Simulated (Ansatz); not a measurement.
The system is Ga.

```
CELL_PARAMETERS angstrom
2.77842 0.00000 0.00000
0.00000 3.28161 0.00000
-1.34343 0.00000 3.99027
ATOMIC_POSITIONS crystal
Ga 0.13460 0.75000 0.77017
Ga 0.86540 0.25000 0.22983
```

This isn't the form of Ga at room conditions, which is orthorhombic.

* Program: Ansatz 0.2.0
* Task: single point
* Functional: PBEsol
* Potentials or basis: all-electron LAPW, scalar-relativistic
* Cutoff: 251 eV (chosen from the basis error)
* Basis error allowed: 0.001 eV/atom
* k mesh: 10 × 8 × 7
* Occupations: fermi-dirac, width 0.05 eV
* Spin: no spin polarisation

On this cell: pressure -0.6 GPa; largest force 0.072 eV/Å; band gap on the k mesh none (metal or under the smearing width).

The same run follows on a disturbed copy (atoms moved at random, drawn with an rms of 0.05 Å):

```
Ga
1.0
     2.77842    0.00000    0.00000
     0.00000    3.28161    0.00000
    -1.34343    0.00000    3.99027
Ga
2
Direct
  0.13136 0.74760 0.76723
  0.85768 0.25727 0.22752
```

Q: What changes?

A: The energy (extrapolated to zero smearing) moves by +0.5 meV/atom; pressure -0.6 GPa; largest force 0.084 eV/Å; band gap on the k mesh none (metal or under the smearing width).

Forces on the atoms (eV/Å):
```
Ga  -0.013  0.057 -0.060
Ga   0.013 -0.057  0.060
```

Stress tensor (GPa, compression positive):
```
-0.04  0.02 -0.36
 0.02 -1.66  0.01
-0.36  0.01 -0.20
```
